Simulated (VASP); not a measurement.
A VASP 6.6.1 single-point calculation on InSb

INCAR

```
NELM = 83
LREAL = .FALSE.
LASPH = .TRUE.
SIGMA = 0.02
LWAVE = .FALSE.
NBANDS = 16
ENCUT = 520
EDIFF = 1E-7
ISIF = 2
LCHARG = .FALSE.
IBRION = -1
NSW = 0
ISMEAR = -1
PREC = Accurate
GGA = PE
```

KPOINTS

```
KPOINTS created by Atomic Simulation Environment
0
Gamma
6 6 6
0 0 0
```

POSCAR

```
In Sb
 1.0000000000000000
     0.0000000000000000    3.2795130174999998    3.3778984081000001
     3.2795130174999998    0.0000000000000000    3.3778984081000001
     3.2795130174999998    3.2795130174999998    0.0000000000000000
 In  Sb
   1   1
Cartesian
  0.0000000000000000  0.0000000000000000  0.0000000000000000
  1.6397565087499999  1.6397565087499999  1.6889492040500000
```

The recommended PBE PAW datasets give the neutral cell 18 valence electrons.

Command

```
mpirun -np 1 vasp_std
```

Predict the outcome of this run.

It converged. Results: gap between bands v and c on the k mesh 0.00 eV; least direct gap on the k mesh 0.00 eV; pressure 0.2 GPa. Band v is the last that the valence electrons fill when counted band by band, and c is the next.

OSZICAR

```
N       E                     dE             d eps       ncg     rms          rms(c)
DAV:   1     0.110949591164E+03    0.11095E+03   -0.78305E+03   960   0.111E+03
DAV:   2    -0.376364255362E-01   -0.11099E+03   -0.10784E+03  1096   0.269E+02
DAV:   3    -0.682510506516E+01   -0.67875E+01   -0.67683E+01  1208   0.699E+01
DAV:   4    -0.701742190544E+01   -0.19232E+00   -0.19226E+00  1208   0.139E+01
DAV:   5    -0.702941891678E+01   -0.11997E-01   -0.11997E-01  1448   0.281E+00    0.375E+00
DAV:   6    -0.693732842377E+01    0.92090E-01   -0.15271E-01  1384   0.564E+00    0.218E+00
DAV:   7    -0.692670317360E+01    0.10625E-01   -0.63137E-02  1296   0.221E+00    0.591E-01
DAV:   8    -0.692795052534E+01   -0.12474E-02   -0.72784E-03  1240   0.943E-01    0.220E-01
DAV:   9    -0.692865979604E+01   -0.70927E-03   -0.98527E-04  1192   0.268E-01    0.743E-02
DAV:  10    -0.692870655604E+01   -0.46760E-04   -0.49726E-05  1320   0.457E-02    0.358E-02
DAV:  11    -0.692875318272E+01   -0.46627E-04   -0.86353E-05  1184   0.551E-02    0.249E-02
DAV:  12    -0.692875454521E+01   -0.13625E-05   -0.14831E-06  1200   0.749E-03    0.743E-03
DAV:  13    -0.692875542401E+01   -0.87881E-06   -0.15653E-06  1216   0.614E-03    0.439E-03
DAV:  14    -0.692875507967E+01    0.34434E-06   -0.85983E-08  1024   0.252E-03    0.127E-03
DAV:  15    -0.692875508435E+01   -0.46823E-08   -0.18828E-08   912   0.966E-04
   1 F= -.69287551E+01 E0= -.69286262E+01  d E =-.257845E-03
```

For comparison, a separate PBE run of the intended cell, on usual settings and not on those above, gives a gap of 0.00 eV on its mesh and a pressure of 0.2 GPa.
